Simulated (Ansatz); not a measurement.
# BaZrO3: the cost of one run

Method: DFT PBE, scalar-relativistic, plane waves, PAW, in Ansatz 0.2.0.

The COD entry's cell or inner coordinates are ideal or old and differ from later refinements, so a difference from it is no clean test against experiment.

9 further runs of the same task are left out: 9 set aside as unsound or not needed.

### 1 The starting structure

The structure is cubic, space group Pm-3m (No. 221). The conventional cell has a = 4.181 Å, b = 4.181 Å, c = 4.181 Å, α = 90.00°, β = 90.00°, γ = 90.00°. Ba (site symmetry m-3m) has 12 O at 2.96 Å as nearest neighbours. Zr (site symmetry m-3m) is surrounded by 6 O at 2.09 Å. Around O (site symmetry 4/mmm) lie 2 Zr at 2.09 Å and 4 Ba at 2.96 Å.

Structure file:

```cif
data_structure
_symmetry_space_group_name_H-M 'P 1'
_symmetry_Int_Tables_number 1
_cell_length_a 4.1815
_cell_length_b 4.1815
_cell_length_c 4.1815
_cell_angle_alpha 90.000
_cell_angle_beta 90.000
_cell_angle_gamma 90.000
_cell_volume 73.11
loop_
_atom_site_label
_atom_site_type_symbol
_atom_site_fract_x
_atom_site_fract_y
_atom_site_fract_z
_atom_site_occupancy
Ba1 Ba 0.50000 0.50000 0.50000 1
Zr1 Zr 0.00000 0.00000 0.00000 1
O1 O 0.50000 0.00000 0.00000 1
O2 O 0.00000 0.50000 0.00000 1
O3 O 0.00000 0.00000 0.50000 1
```

Source of the structure: the Crystallography Open Database.

### 6 Plan of the scan

The energy is mapped over two homogeneous strains (x along [1 0 0], y along [0 1 0], z along [0 0 1] of the conventional cell).

First coordinate, normal strain along x: 9 values from −11.00 %. Second coordinate, normal strain along y: 9 values from −11.00 %.

Nothing else is relaxed (symmetry fixes all fractional coordinates). Energies count from the relaxed crystal. Points are written as (first, second).

(The set-up runs are not shown.)

### 7 Point (11.00 %, 11.00 %)

File input.yaml:

```yaml
crystal:
  lattice:
    - [4.6921925951, 0.0, 0.0]
    - [0.0, 4.6921925951, 0.0]
    - [0.0, 0.0, 4.2272005361]
  atoms:
    - { symbol: Ba, position: [0.5, 0.5, 0.5] }
    - { symbol: Zr, position: [0.0, 0.0, 0.0] }
    - { symbol: O, position: [0.5, 0.0, 0.0] }
    - { symbol: O, position: [0.0, 0.5, 0.0] }
    - { symbol: O, position: [0.0, 0.0, 0.5] }
basis:
  ecutwfc: 520.0
kpoints:
  mp_grid: { grid: [6, 6, 6] }
hamiltonian:
  xc: pbe
scf:
  occupations: { method: gaussian, width: 0.05 }
output:
  forces: true
  stress: true
  eigenvalues: true
  write_density: true
  write_potential: true
  elf: true
  volumetric_format: npy
```

Command:

```console
ansatz run input.yaml --threads 1 --pin off --max-ram 2048MiB --backend cpu --events-out ev --progress --plain --runs-dir out
```

**Question.** How long does this run take on 1 thread of AMD EPYC 9R45 (Zen 5), shared host, and how much memory does it need?

About 4 s, with a peak of 0.48 GiB.
